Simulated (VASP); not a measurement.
Here is a VASP 6.6.1 calculation.

INCAR

```
SYSTEM = Al2O3
  ALGO = Fast
  EDIFF = 1E-6
  ENCUT = 520
  GGA = PE
  ISIF = 2
  ISMEAR = 0
  LASPH = .True.
  LCHARG = .True.
  LELF = .True.
  LREAL = .False.
  LVHAR = .True.
  LWAVE = .False.
  NBANDS = 20
  NELM = 80
  PREC = Accurate
  SIGMA = 0.1
```

KPOINTS

```
k-points
0
Gamma
  6 6 8
  0 0 0
```

File POSCAR:

```
Al2O3
1.0
    4.7452861300      0.0000000000      0.0000000000
   -2.3726430600      4.1095383300      0.0000000000
    0.0000000000      0.0000000000      2.4760987800
Al O
2 3
Direct
    0.3333333300      0.6666666700      0.5000000000
    0.6666666700      0.3333333300      0.5000000000
    0.5000000000      0.5000000000      0.0000000000
    0.0000000000      0.5000000000      0.0000000000
    0.5000000000      0.0000000000      0.0000000000
```

Potentials or basis: VASP PAW PBE potentials, release 64 (Al, O).

Run with:

```bash
$ cat potpaw_PBE.64/Al/POTCAR potpaw_PBE.64/O/POTCAR > POTCAR
$ mpirun -np 1 vasp_std > vasp.out
```

(1) Estimate the band gap on the k mesh.

(2) Estimate the pressure.

Answers

(1) 3.51 eV, indirect (least direct gap 4.17 eV).

(2) 32.4 GPa.

Caveat: a pressure of tens of GPa on the cell as given is suspect, and the run, the potentials or the cell itself is likely at fault.
